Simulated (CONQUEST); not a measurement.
Pd under changes of volume

One of the cells (15.045 Å³/atom); the others are scaled copies at fixed shape and fractional positions:

```xyz
2
Lattice="2.7710 0.0000 0.0000 0.0000 2.7710 0.0000 0.0000 0.0000 3.9188" Properties=species:S:1:pos:R:3 pbc="T T T"
Pd    0.0000    0.0000    0.0000
Pd    1.3855    1.3855    1.9594
```

```yaml
Program: CONQUEST 1.3
Functional: PBEsol
Potentials_or_basis: PseudoDojo NC PBEsol, DZP, grid of 32 × 32 × 40 points
k_mesh: 10 × 10 × 7
Occupations: fermi-dirac, width 0.05 eV
Spin: no spin polarisation
```

```tsv
volume (Å³/atom)	energy over the lowest point (meV/atom)	pressure (GPa)
13.865	32.84	13.7
14.160	?	?
14.750	0.00	-0.7
15.045	5.18	-4.6
15.340	17.03	-7.8
15.635	34.14	-10.5
```

Q: What does the run at 14.160 Å³/atom give?

A: Energy over the lowest point 12.99 meV/atom; pressure 8.4 GPa.

Worked out: A Birch-Murnaghan fit of order 3 (a polynomial in V^(-2/3)) to the other rows has its minimum at 14.68 Å³/atom with B0 = V·E''(V) = 206 GPa and B' = 6.1. It gives 12.55 meV/atom at 14.160 Å³/atom, against the run's 12.99, and -dE/dV = 8.2 GPa, against 8.4.

Energies are extrapolated to zero smearing.

Caveats: the basis of atomic orbitals isn't converged, which shifts pressures, moduli and gaps; the real-space grid breaks the cell's symmetry a little (some runs).
